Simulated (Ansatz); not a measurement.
Input and command of a plane-wave DFT calculation in Ansatz:

```yaml
crystal:
  lattice:
    - [0.0, 3.205, 3.3973]
    - [3.205, 0.0, 3.3973]
    - [3.205, 3.205, 0.0]
  atoms:
    - { symbol: Cd, position: [0.0, 0.0, 0.0] }
    - { symbol: Te, position: [0.75, 0.75, 0.75] }
basis:
  ecutwfc: 500
kpoints:
  mp_grid: { grid: [8, 8, 8] }
hamiltonian:
  xc: r2scan
scf:
  occupations: { method: gaussian, width: 0.05 }
output:
  forces: true
  stress: true
  eigenvalues: true
```

```bash
ansatz run input.yaml --threads 1 --pin off --max-ram 2560MiB --backend cpu --events-out ev --progress --plain --runs-dir out
```

Processor: Intel(R) Xeon(R) Processor @ 2.50GHz (Skylake/Cascade Lake), 1 thread, on a host shared with other jobs.

Problem. How long does it run, and how much memory does it take?

Solution. About 36 s on 1 thread of Intel(R) Xeon(R) Processor @ 2.50GHz (Skylake/Cascade Lake), with other jobs on the host, peak memory 0.63 GiB. It solves 22 bands at 59 k points (the mesh reduced by the symmetry that the task leaves, which can be less than the crystal's) with about 1793 plane waves, in 6 SCF iterations.
